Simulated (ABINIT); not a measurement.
Set up this calculation in ABINIT 10.8.3 (patched build), as the native input.

| Quantity | Value |
| --- | --- |
| Task | band structure |
| Functional | LDA |
| Potentials or basis | JTH PAW LDA v2.0 |
| Cutoff | 517 eV |
| k mesh | 13 × 13 × 8 |
| Occupations | fermi-dirac, width 0.05 eV |
| Spin | no spin polarisation |
| Fine-grid cutoff | 1034.03 eV |

Crystal: C.

```
C
1.0
     2.12732   -1.22828    0.00000
     2.12732    1.22828    0.00000
    -1.37907    0.00000    3.50283
C
2
Direct
  0.16664 0.16664 0.99991
  0.83336 0.83336 0.00009
```

This is a stacking variant of graphite.

One way to write it, as run:

run.abi

```
ndtset 2

pp_dirpath "./"
pseudos "C.LDA_PW-JTH.xml"

acell 2.4564546488 2.4564546488 3.7645254158 Angstrom
rprim
     0.8660124494    -0.5000224370     0.0000000000
     0.8660124494     0.5000224370     0.0000000000
    -0.3663329314     0.0000000000     0.9304838437
ntypat 1
znucl 6
natom 2
typat 1 1
xred
     0.1666444700     0.1666444700     0.9999069600
     0.8333555300     0.8333555300     0.0000930400
chkprim 0
chksymtnons 0
tolsym 1.0e-6

ecut 19.0
pawecutdg 38.0
pawovlp 30

ixc 7

occopt 3
tsmear 0.00183747

nstep 100

iomode 3
prtwf 0
prteig 0
prtebands 0
enunit 1
prtden1 1

kptopt1 1
ngkpt1 13 13 8
nshiftk1 1
shiftk1 0.0 0.0 0.0
nband1 8
tolvrs1 1.0e-9

iscf2 -2
getden2 1
nband2 14
nbdbuf2 4
tolwfr2 1.0e-11
kptopt2 -3
ndivsm2 6
prteig2 1
prtvol2 -3
kptbounds2
     0.0000000000     0.0000000000     0.0000000000
     0.5000000000     0.5000000000    -1.0000000000
     0.5000000000     0.5000000000    -0.5000000000
     0.6935932999     0.3064067001    -0.5000000000
```

Potentials or basis: JTH PAW LDA v2.0.

The run is started by

```sh
$ abinit run.abi > log 2>&1
```

Results of the run:

- Pressure: -4.4 GPa
- Largest force: 0.004 eV/Å
- Band gap along the path: 0.48 eV, direct

Caveat: the atomic spheres overlap.

Run time: 40 s on 1 thread of Intel(R) Xeon(R) Platinum 8259CL CPU @ 2.50GHz (Skylake/Cascade Lake), on a shared host, peak memory 0.11 GiB.
